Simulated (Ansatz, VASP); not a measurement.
# CuI (Marshite) in two plane-wave programs, part 2 of 3

Wanted: the spread between two codes on one cell, functional and k mesh.

VASP 6.6.1 and Ansatz 0.2.0.

So far: The starting structure; Ansatz: dielectric response, PBE.

The database entry behind the starting cell differs from later determinations by our own check (about 0.15 % long (mineral sample)), so it need not match the best structure at ambient conditions.

### Step 3. VASP: dielectric response, PBE

Level of this step: PBE; plane waves and PAW (I, Cu) (VASP).

The same cell, functional and mesh now go to VASP, with its own data sets and cutoff.

Lines of VASP's logs that name or quote its potential files are left out, and so is its time.

Contents of INCAR:

```
SYSTEM = CuI
PREC = Accurate
ENCUT = 400
EDIFF = 1E-08
NELM = 100
ISMEAR = 0
SIGMA = 0.01
LREAL = .FALSE.
ALGO = Normal
GGA = PE
NBANDS = 15
LWAVE = .FALSE.
LCHARG = .FALSE.
KPAR = 4
LEPSILON = .TRUE.
```

Contents of POSCAR:

```
CuI
1.0
    0.0000000000      3.0315000000      3.0315000000
    3.0315000000      0.0000000000      3.0315000000
    3.0315000000      3.0315000000      0.0000000000
I Cu
1 1
Direct
    0.0000000000      0.0000000000      0.0000000000
    0.7500000000      0.7500000000      0.7500000000
```

Contents of KPOINTS:

```
Automatic mesh
0
Gamma
10 10 10
0 0 0
```

PAW data sets: I and Cu (PBE family, release 64).

Launch:

```sh
$ mpirun -np 4 vasp_std
```

Numbers of over 12 decimals in the logs are rounded to 6 here.

The program printed:

```text
[banner, memory and clock lines left out]
running    4 mpi-ranks, on    1 nodes
 distrk:  each k-point on    1 cores,    4 groups
 distr:  one band on    1 cores,    1 groups

 POSCAR found type information on POSCAR I Cu
 POSCAR found :  2 types and       2 ions
 LDA part: xc-table for (Slater+PW92), standard interpolation
 POSCAR, INCAR and KPOINTS ok, starting setup
 FFT: planning ... GRIDC
 FFT: planning ... GRID_SOFT
 FFT: planning ... GRID
 WAVECAR not read
 entering main loop
       N       E                     dE             d eps       ncg     rms          rms(c)
DAV:   1     0.868136015638E+02    0.86814E+02   -0.64871E+03  1410   0.104E+03
DAV:   2    -0.490649358552E+00   -0.87304E+02   -0.80373E+02  1473   0.217E+02
DAV:   3    -0.563272939789E+01   -0.51421E+01   -0.50683E+01  1943   0.584E+01
DAV:   4    -0.577150067379E+01   -0.13877E+00   -0.13873E+00  1621   0.917E+00
DAV:   5    -0.577922927775E+01   -0.77286E-02   -0.77285E-02  2223   0.244E+00    0.529E+00
DAV:   6    -0.570345982958E+01    0.75769E-01   -0.28162E+00  1466   0.459E+01    0.340E+00
DAV:   7    -0.556175581327E+01    0.14170E+00   -0.67164E-01  1508   0.275E+01    0.167E+00
DAV:   8    -0.556347264617E+01   -0.17168E-02   -0.35770E-02  2188   0.269E+00    0.457E-01
DAV:   9    -0.556122978695E+01    0.22429E-02   -0.92848E-03  1809   0.288E+00    0.134E-01
DAV:  10    -0.556141073688E+01   -0.18095E-03   -0.58115E-04  1753   0.181E-01    0.416E-02
DAV:  11    -0.556141803630E+01   -0.72994E-05   -0.18558E-04  1817   0.386E-01    0.295E-02
DAV:  12    -0.556141868705E+01   -0.65074E-06   -0.14828E-05  2196   0.414E-02    0.232E-02
DAV:  13    -0.556141707640E+01    0.16106E-05   -0.62351E-06  1881   0.785E-02    0.524E-03
DAV:  14    -0.556141786616E+01   -0.78976E-06   -0.28797E-06  2297   0.295E-02    0.480E-03
DAV:  15    -0.556141776694E+01    0.99220E-07   -0.20218E-07  2150   0.116E-02    0.225E-03
DAV:  16    -0.556141785075E+01   -0.83809E-07   -0.90015E-08  2276   0.621E-03    0.756E-04
DAV:  17    -0.556141786324E+01   -0.12488E-07   -0.41183E-09   971   0.674E-04    0.330E-04
DAV:  18    -0.556141787221E+01   -0.89728E-08   -0.24306E-09   901   0.530E-04
   1 F= -.55614179E+01 E0= -.55614179E+01  d E =-.205153E-15
 Linear response reoptimize wavefunctions to high precision
DAV:   1    -0.556141787123E+01    0.98407E-09   -0.11447E-09  1034   0.862E-04
DAV:   2    -0.556141787128E+01   -0.54115E-10   -0.39014E-10   852   0.153E-04
 Linear response G [H, r] |phi>, progress :
  Direction:   1
       N       E                     dE             d eps       ncg     rms
RMM:   1    -0.640671399298E+02   -0.64067E+02    0.71360E+01  2088   0.181E+02
RMM:   2    -0.616575990999E+02    0.24095E+01   -0.10590E+01  2145   0.476E+01
RMM:   3    -0.638017833694E+02   -0.21442E+01   -0.72787E+00  2417   0.174E+01
RMM:   4    -0.639442834746E+02   -0.14250E+00   -0.61991E-01  2534   0.483E+00
RMM:   5    -0.639526283417E+02   -0.83449E-02   -0.42440E-02  2505   0.128E+00
RMM:   6    -0.639520644678E+02    0.56387E-03   -0.36341E-03  2503   0.411E-01
RMM:   7    -0.639522345224E+02   -0.17005E-03   -0.11689E-03  2508   0.127E-01
RMM:   8    -0.639521643140E+02    0.70208E-04    0.22820E-05  2488   0.364E-02
RMM:   9    -0.639521795885E+02   -0.15274E-04   -0.89843E-05  2479   0.112E-02
RMM:  10    -0.639521744605E+02    0.51280E-05   -0.34411E-05  2535   0.414E-03
RMM:  11    -0.639521715038E+02    0.29567E-05   -0.41904E-06  2523   0.181E-03
RMM:  12    -0.639521725401E+02   -0.10363E-05   -0.14503E-05  2253   0.105E-03
RMM:  13    -0.639521716619E+02    0.87817E-06   -0.56992E-06  1895   0.843E-04
RMM:  14    -0.639521726333E+02   -0.97139E-06   -0.15413E-05  1651   0.782E-04
RMM:  15    -0.639521719283E+02    0.70495E-06   -0.83658E-06  1539   0.786E-04
RMM:  16    -0.639521733911E+02   -0.14627E-05   -0.22975E-05  1471   0.825E-04
 Linear response G [H, r] |phi>, progress :
  Direction:   2
       N       E                     dE             d eps       ncg     rms
RMM:   1    -0.622728263417E+02   -0.62273E+02    0.70386E+01  2099   0.181E+02
RMM:   2    -0.640920649395E+02   -0.18192E+01   -0.97748E+00  2150   0.449E+01
RMM:   3    -0.662198640661E+02   -0.21278E+01   -0.68364E+00  2425   0.163E+01
RMM:   4    -0.663455710563E+02   -0.12571E+00   -0.57701E-01  2546   0.457E+00
RMM:   5    -0.663539609886E+02   -0.83899E-02   -0.40347E-02  2486   0.122E+00
RMM:   6    -0.663533934335E+02    0.56756E-03   -0.35358E-03  2533   0.395E-01
RMM:   7    -0.663535435680E+02   -0.15013E-03   -0.10780E-03  2502   0.120E-01
RMM:   8    -0.663534765272E+02    0.67041E-04    0.59107E-05  2486   0.342E-02
RMM:   9    -0.663534939901E+02   -0.17463E-04   -0.80080E-05  2500   0.109E-02
RMM:  10    -0.663534868063E+02    0.71838E-05   -0.43496E-06  2550   0.416E-03
RMM:  11    -0.663534848867E+02    0.19196E-05    0.15420E-05  2523   0.179E-03
RMM:  12    -0.663534858584E+02   -0.97171E-06    0.57750E-06  2251   0.116E-03
[...]
RMM:   1    -0.629270412204E+02   -0.62927E+02    0.85620E+01  2167   0.180E+02
RMM:   2    -0.524141494309E+02    0.10513E+02   -0.91607E+00  2073   0.582E+01
RMM:   3    -0.547209410233E+02   -0.23068E+01   -0.69057E+00  2314   0.201E+01
RMM:   4    -0.549627184471E+02   -0.24178E+00   -0.72595E-01  2490   0.545E+00
[...]
RMM:   9    -0.107065524026E+01   -0.40451E-07   -0.15605E-07  2301   0.200E-03
RMM:  10    -0.107065524809E+01   -0.78291E-08   -0.34135E-08  2175   0.783E-04
 change of polarisation eV/A/(eV/A) component  2 :     0.806     2.141    -0.352
 dielectric tensor                  component  2 :     2.618     7.954    -1.143
 Linear response to external field (no local field effect), progress :
  Direction:   3
       N       E                     dE             d eps       ncg     rms          rms(c)
RMM:   1    -0.308628389519E+00   -0.30863E+00    0.24134E-01  2100   0.156E+01
RMM:   2    -0.584591112395E+00   -0.27596E+00    0.43393E-02  2224   0.217E+00
RMM:   3    -0.600505517569E+00   -0.15914E-01   -0.53086E-04  2283   0.790E-01
RMM:   4    -0.602108045238E+00   -0.16025E-02   -0.15150E-03  2413   0.271E-01
RMM:   5    -0.602251388779E+00   -0.14334E-03   -0.15245E-04  2370   0.750E-02
RMM:   6    -0.602255858771E+00   -0.44700E-05   -0.17185E-05  2425   0.254E-02
RMM:   7    -0.602256364842E+00   -0.50607E-06   -0.22966E-06  2441   0.876E-03
RMM:   8    -0.602256441891E+00   -0.77049E-07   -0.46949E-07  2412   0.318E-03
RMM:   9    -0.602256439828E+00    0.20632E-08   -0.58444E-08  2273   0.109E-03
 change of polarisation eV/A/(eV/A) component  3 :     0.228    -0.352     1.205
 dielectric tensor                  component  3 :     0.742    -1.142     4.912
 Linear response to external field, progress :
  Direction:   1
       N       E                     dE             d eps       ncg     rms          rms(c)
RMM:   1    -0.416724402517E+00   -0.41672E+00    0.55129E-01  7651   0.173E+01
RMM:   2    -0.857960652084E+00   -0.44124E+00    0.81740E-02  8122   0.251E+00    0.137E+00
RMM:   3    -0.844174335226E+00    0.13786E-01   -0.53857E-03  8026   0.149E+00    0.807E-01
RMM:   4    -0.871842745799E+00   -0.27668E-01   -0.38602E-02  8341   0.132E+00    0.162E-01
RMM:   5    -0.882727890307E+00   -0.10885E-01   -0.43380E-03  8548   0.421E-01    0.499E-02
RMM:   6    -0.888424655146E+00   -0.56968E-02   -0.45436E-04  8577   0.162E-01    0.209E-02
RMM:   7    -0.888657783845E+00   -0.23313E-03   -0.17787E-04  8144   0.729E-02    0.136E-02
RMM:   8    -0.888857935083E+00   -0.20015E-03    0.17290E-05  7940   0.377E-02    0.754E-03
RMM:   9    -0.889148914907E+00   -0.29098E-03   -0.88689E-06  8846   0.177E-02    0.200E-03
RMM:  10    -0.889129241513E+00    0.19673E-04   -0.56936E-07  8910   0.610E-03    0.104E-03
RMM:  11    -0.889122290556E+00    0.69510E-05   -0.38982E-07  8927   0.225E-03    0.562E-04
RMM:  12    -0.889127396621E+00   -0.51061E-05    0.21055E-07  9126   0.821E-04    0.118E-04
RMM:  13    -0.889126359701E+00    0.10369E-05    0.25021E-07  8859   0.355E-04    0.336E-05
RMM:  14    -0.889125659735E+00    0.69997E-06    0.46150E-08  7983   0.132E-04    0.314E-05
RMM:  15    -0.889125960579E+00   -0.30084E-06    0.53709E-09  5455   0.602E-05    0.455E-06
 change of polarisation eV/A/(eV/A) component  1 :     1.660     0.315     0.176
 dielectric tensor                  component  1 :     6.391     1.024     0.572
 Linear response to external field, progress :
  Direction:   2
       N       E                     dE             d eps       ncg     rms          rms(c)
RMM:   1    -0.416130491403E+00   -0.41613E+00    0.55723E-01  7648   0.173E+01
RMM:   2    -0.857986469499E+00   -0.44186E+00    0.81562E-02  8121   0.251E+00    0.137E+00
RMM:   3    -0.844200892180E+00    0.13786E-01   -0.56148E-03  8030   0.149E+00    0.807E-01
RMM:   4    -0.871832998698E+00   -0.27632E-01   -0.38463E-02  8340   0.132E+00    0.162E-01
RMM:   5    -0.882711978552E+00   -0.10879E-01   -0.43234E-03  8551   0.421E-01    0.501E-02
RMM:   6    -0.888391866664E+00   -0.56799E-02   -0.35220E-04  8472   0.165E-01    0.210E-02
RMM:   7    -0.888662339654E+00   -0.27047E-03   -0.17410E-04  8136   0.770E-02    0.140E-02
RMM:   8    -0.888848778464E+00   -0.18644E-03    0.16863E-05  8028   0.387E-02    0.731E-03
RMM:   9    -0.889143924836E+00   -0.29515E-03   -0.54391E-06  8855   0.174E-02    0.211E-03
RMM:  10    -0.889124616719E+00    0.19308E-04   -0.22153E-06  8920   0.592E-03    0.992E-04
RMM:  11    -0.889123391005E+00    0.12257E-05    0.23692E-08  8862   0.231E-03    0.540E-04
RMM:  12    -0.889126663506E+00   -0.32725E-05   -0.23962E-07  9088   0.856E-04    0.166E-04
RMM:  13    -0.889126238057E+00    0.42545E-06    0.39508E-07  8882   0.393E-04    0.320E-05
RMM:  14    -0.889125489671E+00    0.74839E-06   -0.70548E-08  8484   0.161E-04    0.391E-05
RMM:  15    -0.889125908939E+00   -0.41927E-06    0.53083E-09  5867   0.673E-05    0.473E-06
 change of polarisation eV/A/(eV/A) component  2 :     0.292     1.660     0.131
 dielectric tensor                  component  2 :     0.947     6.391     0.426
 Linear response to external field, progress :
  Direction:   3
       N       E                     dE             d eps       ncg     rms          rms(c)
RMM:   1    -0.416399979585E+00   -0.41640E+00    0.55453E-01  7651   0.173E+01
RMM:   2    -0.857960684985E+00   -0.44156E+00    0.81780E-02  8124   0.251E+00    0.137E+00
RMM:   3    -0.844191716608E+00    0.13769E-01   -0.55301E-03  8029   0.149E+00    0.807E-01
RMM:   4    -0.871841187584E+00   -0.27649E-01   -0.38560E-02  8342   0.132E+00    0.162E-01
RMM:   5    -0.882717929421E+00   -0.10877E-01   -0.43311E-03  8549   0.422E-01    0.500E-02
RMM:   6    -0.888396781276E+00   -0.56789E-02   -0.36354E-04  8485   0.165E-01    0.210E-02
RMM:   7    -0.888662264700E+00   -0.26548E-03   -0.17702E-04  8141   0.766E-02    0.140E-02
RMM:   8    -0.888848961655E+00   -0.18670E-03    0.24915E-05  8018   0.386E-02    0.737E-03
RMM:   9    -0.889144210681E+00   -0.29525E-03   -0.77025E-06  8856   0.176E-02    0.210E-03
RMM:  10    -0.889125657537E+00    0.18553E-04   -0.22020E-06  8912   0.596E-03    0.101E-03
RMM:  11    -0.889123124720E+00    0.25328E-05   -0.36882E-07  8875   0.230E-03    0.536E-04
RMM:  12    -0.889126671521E+00   -0.35468E-05   -0.26555E-07  9089   0.852E-04    0.161E-04
RMM:  13    -0.889126261340E+00    0.41018E-06    0.42712E-07  8900   0.395E-04    0.313E-05
RMM:  14    -0.889125471417E+00    0.78992E-06   -0.49577E-08  8431   0.159E-04    0.377E-05
RMM:  15    -0.889125902705E+00   -0.43129E-06    0.26815E-08  5830   0.664E-05    0.436E-06
 change of polarisation eV/A/(eV/A) component  3 :     0.232     0.259     1.660
 dielectric tensor                  component  3 :     0.755     0.841     6.391
 Born effective charges drift removed
```

OUTCAR, selected parts (step 3):

```text
ion  position               nearest neighbor table
   1  0.000  0.000  0.000-   2 2.63   2 2.63   2 2.63   2 2.63
   2  0.750  0.750  0.750-   1 2.63   1 2.63   1 2.63   1 2.63

  LATTYP: Found a face centered cubic cell.
 ALAT       =     6.0630000000

 Subroutine GETGRP returns: Found 24 space group operations
 (whereof 24 operations were pure point group operations)

The static configuration has the point symmetry T_d .

 Found     47 irreducible k-points:

   k-points           NKPTS =     47   k-points in BZ     NKDIM =     47   number of bands    NBANDS=     15

   dimension x,y,z NGX =    28 NGY =   28 NGZ =   28
   dimension x,y,z NGXF=    56 NGYF=   56 NGZF=   56

   ENCUT  =  400.0 eV  29.40 Ry    5.42 a.u.   6.99  6.99  6.99*2*pi/ulx,y,z

   NELECT =      18.0000    total number of electrons

 k-points in reciprocal lattice and weights: Automatic mesh
   0.00000000  0.00000000  0.00000000       0.001
   0.10000000  0.00000000  0.00000000       0.008
   0.20000000  0.00000000  0.00000000       0.008
   0.30000000  0.00000000  0.00000000       0.008
   0.40000000  0.00000000  0.00000000       0.008
   0.50000000  0.00000000  0.00000000       0.004
   0.10000000  0.10000000  0.00000000       0.006
   0.20000000  0.10000000  0.00000000       0.024
   0.30000000  0.10000000  0.00000000       0.024
[...]
-0.30000000  0.40000000  0.20000000       0.024
  -0.30000000  0.50000000  0.20000000       0.012

 average (electrostatic) potential at core
       1 -92.3170       2 -65.8724

  Total        0.0570847      0.0570847      0.0570847      0.0000000     -0.0000000      0.0000000
  in kB        1.6414485      1.6414485      1.6414485      0.0000000     -0.0000000      0.0000000
  external PRESSURE =       1.6414485 kB  Pullay stress =       0.0000000 kB

  energy-cutoff  :      400.00
  volume of cell :       55.72
      direct lattice vectors                 reciprocal lattice vectors
     0.000000000  3.031500000  3.031500000    -0.164934851  0.164934851  0.164934851
     3.031500000  0.000000000  3.031500000     0.164934851 -0.164934851  0.164934851
     3.031500000  3.031500000  0.000000000     0.164934851  0.164934851 -0.164934851

 POSITION                                       TOTAL-FORCE (eV/Angst)
 -----------------------------------------------------------------------------------
      0.00000      0.00000      0.00000         0.000000      0.000000      0.000000
      4.54725      4.54725      4.54725        -0.000000     -0.000000     -0.000000
 -----------------------------------------------------------------------------------
    total drift:                               -0.000004     -0.000004     -0.000004

 MACROSCOPIC STATIC DIELECTRIC TENSOR (including local field effects in DFT)
 ------------------------------------------------------
           6.391306    -0.000000    -0.000000
          -0.000000     6.391306    -0.000000
           0.000000     0.000000     6.391306
 ------------------------------------------------------

 PIEZOELECTRIC TENSOR (including local field effects)  for field in x, y, z        (C/m^2)
          XX          YY          ZZ          XY          YZ          ZX
  --------------------------------------------------------------------------------
  x     0.00000    -0.00000     0.00000     0.00000    -0.33633    -0.00000
  y     0.00000    -0.00000    -0.00000     0.00000     0.00000    -0.33633
  z     0.00000    -0.00000     0.00000    -0.33633     0.00000     0.00000

 BORN EFFECTIVE CHARGES (including local field effects) (in |e|, cummulative output)
 ---------------------------------------------------------------------------------
 ion    1
    1    -1.10420    -0.00000     0.00000
    2     0.00000    -1.10420    -0.00000
    3    -0.00000     0.00000    -1.10420
 ion    2
    1     1.10420     0.00000     0.00000
    2     0.00000     1.10420     0.00000
    3     0.00000     0.00000     1.10420
```

The dielectric response converges more slowly with the mesh than energies do, so tensor and charges may still move on a finer one.

### Step 4. Differences

Known differences besides the potentials themselves: VASP's response is taken on the typed mesh, Ansatz refines its own for the field response alone; the data sets hold 36 valence electrons in Ansatz (default PAW (the set named soft_2) files) and 18 in VASP; the cutoff is 420 eV in Ansatz and 400 eV in VASP; VASP leaves aspherical gradient terms in its spheres out (LASPH is not set), Ansatz keeps them. Total energies have different zeros and are not compared.

The two programs side by side:

| quantity | Ansatz | VASP | difference |
| --- | --- | --- | --- |
| ε∞ xx | 6.38 | 6.39 | -0.13 % |
| ε∞ yy | 6.38 | 6.39 | -0.13 % |
| ε∞ zz | 6.38 | 6.39 | -0.13 % |
| Born charge of I1 (mean of the diagonal) (e) | -1.10 | -1.10 | 0.00 |
| Born charge of Cu2 (mean of the diagonal) (e) | 1.10 | 1.10 | 0.00 |

### Step 5. VASP: single point, r2SCAN

A single point gives forces, pressure and levels at one fixed geometry, so differences don't come from the geometry; what else differs is listed under the comparison.

Contents of INCAR:

```
SYSTEM = CuI
PREC = Accurate
ENCUT = 400
EDIFF = 1E-07
NELM = 100
ISMEAR = 0
SIGMA = 0.05
LREAL = .FALSE.
ALGO = Normal
METAGGA = R2SCAN
LASPH = .TRUE.
NBANDS = 36
LWAVE = .FALSE.
LCHARG = .FALSE.
KPAR = 4
LOPTICS = .TRUE.
NEDOS = 2000
CSHIFT = 0.2
```

POSCAR is that of step 3.

KPOINTS is that of step 3.

Launch:

```sh
$ mpirun -np 4 vasp_std
```

The program printed:

```text
[banner, memory and clock lines left out]
running    4 mpi-ranks, on    1 nodes
[...]
|                                                                             |
|               ----> ADVICE to this user running VASP <----                  |
|                                                                             |
|     You enforced a specific xc type in the INCAR file but a different       |
|     [... a line on the potential file left out ...]
|     I HOPE YOU KNOW WHAT YOU ARE DOING!                                     |
|                                                                             |

 LDA part: xc-table for (None), standard interpolation
 POSCAR, INCAR and KPOINTS ok, starting setup
[...]
entering main loop
       N       E                     dE             d eps       ncg     rms          rms(c)
DAV:   1     0.739307453513E+02    0.73931E+02   -0.52202E+03  3852   0.443E+02
DAV:   2    -0.257077031395E+02   -0.99638E+02   -0.82263E+02  3796   0.138E+02
DAV:   3    -0.387469068618E+02   -0.13039E+02   -0.12486E+02  4108   0.420E+01
DAV:   4    -0.390805501572E+02   -0.33364E+00   -0.33296E+00  4184   0.671E+00
[...]
DAV:  14    -0.357889308736E+02   -0.34861E-05   -0.39146E-06  4456   0.371E-02    0.858E-03
DAV:  15    -0.357889300709E+02    0.80271E-06   -0.11899E-06  4824   0.264E-02    0.134E-03
DAV:  16    -0.357889301098E+02   -0.38894E-07   -0.81455E-08  3892   0.199E-03
   1 F= -.35788930E+02 E0= -.35788930E+02  d E =-.362898E-12
 optical routines
 imaginary and real dielectric function
 direction            1
 direction            2
 direction            3
```

OUTCAR, selected parts (step 5):

```text
  Total       -0.3886798     -0.3886798     -0.3886798     -0.0000000     -0.0000000      0.0000000
  in kB      -11.1763452    -11.1763452    -11.1763452     -0.0000000     -0.0000000      0.0000000
  external PRESSURE =     -11.1763452 kB  Pullay stress =       0.0000000 kB

 POSITION                                       TOTAL-FORCE (eV/Angst)
 -----------------------------------------------------------------------------------
      0.00000      0.00000      0.00000         0.000000      0.000000      0.000000
      4.54725      4.54725      4.54725        -0.000000     -0.000000     -0.000000
 -----------------------------------------------------------------------------------
    total drift:                                0.000004      0.000004      0.000004

  FREE ENERGIE OF THE ION-ELECTRON SYSTEM (eV)
  ---------------------------------------------------
  free  energy   TOTEN  =       -35.7889301098 eV

  energy  without entropy=      -35.7889301098  energy(sigma->0) =      -35.78893011

[... 1 part as in an earlier step ...]

[... 2 further parts left out ...]
[key lines of the parts left out:]
E-fermi :   4.4790
```

(Continued in part 3 of 3.)

[Lines on the potential files, build, host, timing and source positions are cut from VASP's logs without a mark.]

[Logs are printed without paths, hosts, clocks, repeated set-up lines and the standing remarks that a program may print on its own settings, such as how far it seeks lower states.]

[Hosts, paths, dates, database ids (printed as entryN), source tags and the programs' standing remarks are cut or masked in the printed files.]
